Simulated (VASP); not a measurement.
# Be (P6_3/mmc) in VASP: further runs

The runs below take Be through relaxation of shape and atoms at fixed volume, relaxation of cell and atoms, with PBE+D3(BJ), PBEsol.

Program: VASP 6.6.1. These are calculated values, not measurements. Logs are shortened: lines on timing, memory, paths and dates and some standing lists are left out, and cuts for length are marked.

## Step 1: The crystal as given

Symmetry: P6_3/mmc, No. 194, hexagonal system. Conventional cell: a = 2.285 Å, b = 2.285 Å, c = 3.584 Å, α = 90.00°, β = 90.00°, γ = 120.00°. Be (site symmetry -6m2) is surrounded by 12 Be at 2.23 to 2.29 Å.

## Step 2: Relaxation of shape and atoms at fixed volume, PBE+D3(BJ) (a relaxed cell with its volume scaled by 1.06)

The input, INCAR:

```
PREC     = Accurate       # precision mode
ENCUT    = 600            # plane-wave cutoff, eV
EDIFF    = 1E-7           # SCF threshold, eV
ISMEAR   = 1              # smearing method
SIGMA    = 0.1            # smearing width, eV
LREAL    = False          # projectors in reciprocal space
LASPH    = True           # aspherical terms in the spheres
NELM     = 80             # most SCF steps
ALGO     = Normal         # electronic algorithm
ISIF     = 4              # what is computed and relaxed
LWAVE    = False          # write WAVECAR
LCHARG   = False          # write CHGCAR
GGA      = PE             # functional
IVDW     = 12             # dispersion correction
IBRION   = 2              # ionic algorithm
NSW      = 40             # ionic steps
EDIFFG   = -0.01          # ionic threshold
```

The input, KPOINTS:

```
regular mesh
0
Gamma
  18 18 10
```

The input, POSCAR:

```
Be                                      
1.0
    2.2564284972      0.0000000000      0.0000000000
   -1.1282142486      1.9541244005      0.0000000000
    0.0000000000      0.0000000000      3.5757234958
  Be            
     2
Direct
     0.3333333332999970    0.6666666667000030    0.2500000000000000
     0.6666666667000030    0.3333333332999970    0.7500000000000000
```

Potentials or basis: VASP PAW PBE potentials, release 64 (Be).

On the command line:

```sh
$ cat potpaw_PBE.64/Be/POTCAR > POTCAR
$ mpirun -np 1 vasp_std > vasp.out
```

OUTCAR:

```text
PREC = Accurate
   ENCUT = 600
   EDIFF = 1E-7
   ISMEAR = 1
   LREAL = False
   LASPH = True
   NELM = 80
   ISIF = 4
   GGA = PE
   IVDW = 12
   IBRION = 2
   NSW = 40
   EDIFFG = -0.01
 IVDW          = 12

 ion  position               nearest neighbor table
   1  0.333  0.667  0.250-   2 2.21   2 2.21   2 2.21   2 2.21   2 2.21   2 2.21
   2  0.667  0.333  0.750-   1 2.21   1 2.21   1 2.21   1 2.21   1 2.21   1 2.21

  LATTYP: Found a hexagonal cell.
 ALAT       =     2.2564284972
 C/A-ratio  =     1.5846828296

  Lattice vectors:

 A1 = (   2.2564284972,   0.0000000000,   0.0000000000)
 A2 = (  -1.1282142486,   1.9541244005,   0.0000000000)
 A3 = (   0.0000000000,   0.0000000000,   3.5757234958)

Analysis of symmetry for initial positions (statically):
=====================================================================
 Subroutine PRICEL returns:
 Original cell was already a primitive cell.

 Routine SETGRP: Setting up the symmetry group for a
 hexagonal supercell.

 Subroutine GETGRP returns: Found 24 space group operations
 (whereof 12 operations were pure point group operations)
 out of a pool of 24 trial point group operations.

The static configuration has the point symmetry D_3d.
 The point group associated with its full space group is D_6h.

Analysis of symmetry for dynamics (positions and initial velocities):
=====================================================================
 Subroutine PRICEL returns:
 Original cell was already a primitive cell.

 Routine SETGRP: Setting up the symmetry group for a
 hexagonal supercell.

 Subroutine GETGRP returns: Found 24 space group operations
 (whereof 12 operations were pure point group operations)
 out of a pool of 24 trial point group operations.

The dynamic configuration has the point symmetry D_3d.
 The point group associated with its full space group is D_6h.

 Subroutine INISYM returns: Found 24 space group operations
 (whereof 12 operations are pure point group operations),
 and found     1 'primitive' translations

----------------------------------------------------------------------------------------

                                     Primitive cell

  volume of cell :      15.7666

  direct lattice vectors                    reciprocal lattice vectors
     2.256428497  0.000000000  0.000000000     0.443178236  0.255869074  0.000000000
    -1.128214249  1.954124401  0.000000000     0.000000000  0.511738147  0.000000000
     0.000000000  0.000000000  3.575723496     0.000000000  0.000000000  0.279663682

  length of vectors
     2.256428497  2.256428497  3.575723496     0.511738147  0.511738147  0.279663682

  position of ions in fractional coordinates (direct lattice)
     0.333333333  0.666666667  0.250000000
     0.666666667  0.333333333  0.750000000

  ion indices of the primitive-cell ions
   primitive index   ion index
                 1           1
                 2           2

----------------------------------------------------------------------------------------

 KPOINTS: regular mesh

Automatic generation of k-mesh.
 Grid dimensions read from file:
 generate k-points for:   18   18   10

 Generating k-lattice:

  Cartesian coordinates                     Fractional coordinates (reciprocal lattice)
     0.024621013  0.014214949  0.000000000     0.055555556  0.000000000  0.000000000
     0.000000000  0.028429897  0.000000000     0.000000000  0.055555556  0.000000000
     0.000000000  0.000000000  0.027966368     0.000000000  0.000000000  0.100000000

  Length of vectors
     0.028429897  0.028429897  0.027966368

  Shift w.r.t. Gamma in fractional coordinates (k-lattice)
     0.000000000  0.000000000  0.000000000

 Subroutine IBZKPT returns following result:
 ===========================================

 Found    222 irreducible k-points:

 Following reciprocal coordinates:
            Coordinates               Weight
  0.000000  0.000000  0.000000      1.000000
  0.055556 -0.000000  0.000000      6.000000
  0.111111 -0.000000  0.000000      6.000000
  0.166667  0.000000  0.000000      6.000000
  0.222222  0.000000  0.000000      6.000000
  0.277778  0.000000  0.000000      6.000000
[... 16 lines left out ...]
  0.333333  0.111111  0.000000     12.000000
  0.388889  0.111111  0.000000     12.000000
 [... further k-points ...]
   k-points           NKPTS =    222   k-points in BZ     NKDIM =    222   number of bands    NBANDS=      6
   number of dos      NEDOS =    301   number of ions     NIONS =      2
   total plane-waves  NPLWV =   9720
   dimension x,y,z NGX =    18 NGY =   18 NGZ =   30
   dimension x,y,z NGXF=    36 NGYF=   36 NGZF=   60
   ions per type =               2
   NGX,Y,Z   is equivalent  to a cutoff of  13.26, 13.26, 13.95 a.u.
   NGXF,Y,Z  is equivalent  to a cutoff of  26.52, 26.52, 27.90 a.u.
 SYSTEM =  unknown system
   PREC   = accura    normal or accurate (medium, high low for compatibility)
   ISTART =      0    job   : 0-new  1-cont  2-samecut
   ICHARG =      2    charge: 1-file 2-atom 10-const
   ISPIN  =      1    spin polarized calculation?
   LNONCOLLINEAR =      F non collinear calculations
   LSORBIT =      F    spin-orbit coupling
   LASPH  =      T    aspherical Exc in radial PAW
   ENCUT  =  600.0 eV  44.10 Ry    6.64 a.u.   4.51  4.51  7.14*2*pi/ulx,y,z
   NELM   =     80;   NELMIN=  2; NELMDL= -5     # of ELM steps
   EDIFF  = 0.1E-06   stopping-criterion for ELM
   LREAL  =      F    real-space projection
   EDIFFG = -.1E-01   stopping-criterion for IOM
   NSW    =     40    number of steps for IOM
   IBRION =      2    ionic relax: 0-MD 1-quasi-New 2-CG
   NFREE  =      1    steps in history (QN), initial steepest desc. (CG)
   ISIF   =      4    stress and relaxation
   ISYM   =      2    0-nonsym 1-usesym 2-fastsym
   POTIM  = 0.5000    time-step for ionic-motion
   TEBEG  =    0.0;   TEEND  =   0.0 temperature during run
   PSTRESS=    0.0 pullay stress
   NELECT =       4.0000    total number of electrons
   NUPDOWN=      -1.0000    fix difference up-down
   EMIN   =  10.00;   EMAX   =-10.00  energy-range for DOS
   EFERMI =   0.00;   METHOD = LEGACY
   ISMEAR =     1;   SIGMA  =   0.10  broadening in eV -4-tet -1-fermi 0-gaus
   EFERMI_NEDOS =   21; number of points for ismear=-14 and -15
   IALGO  =     38    algorithm
   IMIX   =      4    mixing-type and parameters
     AMIX     =   0.40;   BMIX     =  1.00
     AMIX_MAG =   1.60;   BMIX_MAG =  1.00
  volume/ion in A,a.u.               =       7.88        53.20
  Fermi-wavevector in a.u.,A,eV,Ry     =   1.036372  1.958459 14.613562  1.074067
  Thomas-Fermi vector in A             =   2.170759
   LORBIT       =      0    0 simple, 1 ext, 2 COOP (PROOUT), +10 PAW based schemes
   GGA     = PE    functional components
   LHFCALC =     F    Hartree Fock is set to
   AEXX    =    0.0000 exact exchange contribution
   IVDW    =    12    specifies the selected vdW correction
   LEPSILON=     F    determine dielectric tensor
   LRPA    =     F    only Hartree local field effects (RPA)
 conjugate gradient relaxation of ions
 non-spin polarized calculation
 Methfessel and Paxton  Order N= 1 SIGMA  =   0.10
  energy-cutoff  :      600.00
  volume of cell :       15.77
 maximum number of plane-waves:       543
 NGX is ok and might be reduce to    18
   NGX =  9   NGY =  9   NGZ = 15

--------------------------------------- Ionic step        1  -------------------------------------------

 number of electron       4.0000000 magnetization

 Free energy of the ion-electron system (eV)
  ---------------------------------------------------
  ext. energy  EPLUGINS =         0.00000000
  ---------------------------------------------------
  free energy    TOTEN  =        -7.53006806 eV

  energy without entropy =       -7.52988735  energy(sigma->0) =       -7.53000782

------------------------ aborting loop because EDIFF is reached ----------------------------------------

 Edisp (eV)   -0.71231

 E8    (eV) :    -0.2467

  FORCE on cell =-STRESS in cart. coord.  units (eV):
  Direction    XX          YY          ZZ          XY          YZ          ZX
  --------------------------------------------------------------------------------------
  -------------------------------------------------------------------------------------
  Total      -0.66751    -0.66751    -0.75243     0.00000    -0.00000     0.00000
  in kB     -67.83168   -67.83168   -76.46085     0.00000    -0.00000     0.00000
  external pressure =      -70.71 kB  Pullay stress =        0.00 kB

 VOLUME and BASIS-vectors are now :
 -----------------------------------------------------------------------------
  energy-cutoff  :      600.00
  volume of cell :       15.77
      direct lattice vectors                 reciprocal lattice vectors
     2.256428497  0.000000000  0.000000000     0.443178236  0.255869074  0.000000000
    -1.128214249  1.954124401  0.000000000     0.000000000  0.511738147  0.000000000
     0.000000000  0.000000000  3.575723496     0.000000000  0.000000000  0.279663682

 POSITION                                       TOTAL-FORCE (eV/Angst)
 -----------------------------------------------------------------------------------
     -0.00000      1.30275      0.89393        -0.000000     -0.000000      0.000000
      1.12821      0.65137      2.68179         0.000000      0.000000      0.000000
 -----------------------------------------------------------------------------------
    total drift:                                0.000000     -0.000000      0.000000

  FREE ENERGIE OF THE ION-ELECTRON SYSTEM (eV)
  ---------------------------------------------------
  free  energy   TOTEN  =        -8.2423759967 eV

  energy  without entropy=       -8.2421952860  energy(sigma->0) =       -8.24231576

--------------------------------------- Ionic step        2  -------------------------------------------

 number of electron       4.0000000 magnetization

 Free energy of the ion-electron system (eV)
  ---------------------------------------------------
  ext. energy  EPLUGINS =         0.00000000
  ---------------------------------------------------
  free energy    TOTEN  =        -7.53012841 eV

  energy without entropy =       -7.52996359  energy(sigma->0) =       -7.53007347

 E-fermi :   7.2357     XC(G=0): -10.6153

 val. band max:        7.0883321345   @ k =   0.2778   0.2778   0.1000
 cond. band min:       7.2485677542   @ k =   0.3333   0.2778   0.3000
 fundamental gap:      0.1602356197
 Fermi energy:         7.2357333699

 k-point     1 :       0.0000    0.0000    0.0000
  band No.  band energies     occupation
      1      -4.3186      2.00000
      2       2.5576      2.00000
      3       8.0964     -0.00000
      4      23.1693      0.00000
      5      23.1693      0.00000
      6      25.9984      0.00000

 k-point     2 :       0.0556   -0.0000    0.0000
  band No.  band energies     occupation
      1      -4.2295      2.00000
      2       2.6745      2.00000
      3       8.1235     -0.00000
      4      22.4238      0.00000
      5      22.6071      0.00000
      6      26.0024      0.00000
[... 181 lines left out ...]
 k-point    23 :       0.3333    0.1111    0.0000
  band No.  band energies     occupation
      1       0.3001      2.00000
      2       6.5926      2.00000
      3       8.4993     -0.00000
      4      12.3892      0.00000
      5      14.9688      0.00000
      6      17.0900      0.00000

 k-point    24 :       0.3889    0.1111    0.0000
  band No.  band energies     occupation
      1       1.5378      2.00000
      2       5.1307      2.00000
      3      10.0408      0.00000
      4      12.6787      0.00000
      5      14.2343      0.00000
      6      14.9797      0.00000

 [... further k-points ...]

------------------------ aborting loop because EDIFF is reached ----------------------------------------

 Edisp (eV)   -0.71231

 E8    (eV) :    -0.2467

  FORCE on cell =-STRESS in cart. coord.  units (eV):
  Direction    XX          YY          ZZ          XY          YZ          ZX
  --------------------------------------------------------------------------------------
  -------------------------------------------------------------------------------------
  Total      -0.69184    -0.69184    -0.69792     0.00000     0.00000     0.00000
  in kB     -70.30406   -70.30406   -70.92192     0.00000     0.00000     0.00000
  external pressure =      -70.51 kB  Pullay stress =        0.00 kB

 VOLUME and BASIS-vectors are now :
 -----------------------------------------------------------------------------
  energy-cutoff  :      600.00
  volume of cell :       15.77
      direct lattice vectors                 reciprocal lattice vectors
     2.257970178  0.000000000  0.000000000     0.442875646  0.255694373  0.000000000
    -1.128985089  1.955459535 -0.000000000     0.000000000  0.511388746  0.000000000
     0.000000000 -0.000000000  3.570842350     0.000000000  0.000000000  0.280045967

 POSITION                                       TOTAL-FORCE (eV/Angst)
 -----------------------------------------------------------------------------------
     -0.00000      1.30364      0.89271         0.000000     -0.000000      0.000000
      1.12899      0.65182      2.67813        -0.000000      0.000000      0.000000
 -----------------------------------------------------------------------------------
    total drift:                                0.000000     -0.000000      0.000000

  FREE ENERGIE OF THE ION-ELECTRON SYSTEM (eV)
  ---------------------------------------------------
  free  energy   TOTEN  =        -8.2424384462 eV

  energy  without entropy=       -8.2422736321  energy(sigma->0) =       -8.24238351

 reached required accuracy - stopping structural energy minimisation
```

Wall time 26 s (1 thread of Intel Xeon Platinum 8259CL at 2.50GHz (Skylake/Cascade Lake), shared host); peak memory 0.15 GiB.

What came out:

```
Free energy                : -8.2424 eV
Energy gained by relaxing  : 0.0 meV/atom
Ionic steps                : 2
Pressure after relaxing    : -7.1 GPa
Band gap on the k mesh     : none (metal or under the smearing width)
Dispersion energy per atom : -0.356 eV
```

Final structure:
```cif
data_structure
_symmetry_space_group_name_H-M 'P 1'
_symmetry_Int_Tables_number 1
_cell_length_a 2.2580
_cell_length_b 2.2580
_cell_length_c 3.5708
_cell_angle_alpha 90.000
_cell_angle_beta 90.000
_cell_angle_gamma 120.000
_cell_volume 15.77
loop_
_atom_site_label
_atom_site_type_symbol
_atom_site_fract_x
_atom_site_fract_y
_atom_site_fract_z
_atom_site_occupancy
Be1 Be 0.33333 0.66667 0.25000 1
Be2 Be 0.66667 0.33333 0.75000 1
```

Caveat: pairwise dispersion overbinds metals, which lowers pressure and volume.

## Step 3: Relaxation of cell and atoms, PBEsol, target pressure 47.9 GPa, at which the enthalpy is minimised

The input, INCAR:

```
ALGO     = Normal         # electronic algorithm
EDIFF    = 1E-6           # SCF threshold, eV
EDIFFG   = -0.01          # ionic threshold
ENCUT    = 600            # plane-wave cutoff, eV
GGA      = PS             # functional
IBRION   = 2              # ionic algorithm
ISIF     = 3              # what is computed and relaxed
ISMEAR   = 1              # smearing method
LASPH    = True           # aspherical terms in the spheres
LCHARG   = False          # write CHGCAR
LREAL    = False          # projectors in reciprocal space
LWAVE    = False          # write WAVECAR
NELM     = 80             # most SCF steps
NSW      = 90             # ionic steps
PREC     = Accurate       # precision mode
PSTRESS  = 479.0        
SIGMA    = 0.1            # smearing width, eV
```

The input, KPOINTS:

```
k-points
0
Gamma
  18 18 10
```

The input, POSCAR:

```
Be
1.0
    2.2853000000      0.0000000000      0.0000000000
   -1.1426500000      1.9791278553      0.0000000000
    0.0000000000      0.0000000000      3.5842000000
Be
2
Direct
    0.3333333333      0.6666666667      0.2500000000
    0.6666666667      0.3333333333      0.7500000000
```

Potentials or basis: VASP PAW PBE potentials, release 64 (Be).

On the command line:

```sh
$ cat potpaw_PBE.64/Be/POTCAR > POTCAR
$ mpirun -np 1 vasp_std > vasp.out
```

It took 47 s on 1 thread of Intel Xeon Platinum 8259CL at 2.50GHz (Skylake/Cascade Lake), shared host; peak memory 0.14 GiB.

It converged, with:

| Quantity | Value |
| --- | --- |
| Free energy | -7.5542 eV |
| Relaxed volume | 6.09 Å³/atom |
| Relaxed cell | a = 2.066 Å, b = 2.066 Å, c = 3.296 Å, α = 90.00°, β = 90.00°, γ = 120.00° |
| Space group after relaxing (to 0.05 Å) | P6_3/mmc (No. 194) |
| Energy change on relaxing (the enthalpy is what falls) | +216.0 meV/atom |
| Ionic steps | 8 |
| Pressure after relaxing | 47.9 GPa |
| Band gap on the k mesh | none (metal or under the smearing width) |

Step by step:
```
step  energy change (eV)  largest force (eV/Å)  pressure (GPa)  volume (Å³)
   1              0.0000                0.0000           -3.61        16.21
   2              0.9822                0.0000           85.15        10.83
   3              0.4341                0.0000           48.07        12.18
   4              0.4126                0.0000           46.48        12.25
   5              0.4129                0.0000           46.48        12.25
   6              0.4126                0.0000           46.48        12.25
   7              0.4390                0.0000           48.42        12.16
   8              0.4320                0.0000           47.91        12.18
```

Final structure:
```cif
data_structure
_symmetry_space_group_name_H-M 'P 1'
_symmetry_Int_Tables_number 1
_cell_length_a 2.0657
_cell_length_b 2.0657
_cell_length_c 3.2961
_cell_angle_alpha 90.000
_cell_angle_beta 90.000
_cell_angle_gamma 120.000
_cell_volume 12.18
loop_
_atom_site_label
_atom_site_type_symbol
_atom_site_fract_x
_atom_site_fract_y
_atom_site_fract_z
_atom_site_occupancy
Be1 Be 0.33333 0.66667 0.25000 1
Be2 Be 0.66667 0.33333 0.75000 1
```

Levels at points of the mesh, in eV from the Fermi level:
| k point | band 1 | band 2 | band 3 | band 4 | band 5 | band 6 |
| --- | --- | --- | --- | --- | --- | --- |
| (0.00, 0.00, 0.00) | -12.96 | -5.81 | 1.75 | 19.73 | 19.73 | 23.06 |
| (0.50, 0.00, 0.00) | -6.20 | -3.50 | 4.10 | 7.26 | 8.37 | 11.48 |
| (0.00, 0.00, 0.50) | -10.66 | -10.66 | 12.45 | 12.45 | 21.72 | 21.72 |
| (0.50, 0.00, 0.50) | -4.64 | -4.64 | 2.40 | 2.40 | 14.58 | 14.58 |

Caveat: the cell is relaxed towards a set pressure, so the enthalpy falls and the energy may rise; the volume moved by over 15 % at a fixed basis, so the end points are rough; the PAW data sets were made with another functional, which shifts forces and pressure a little.

(Continued in part 2 of 2.)
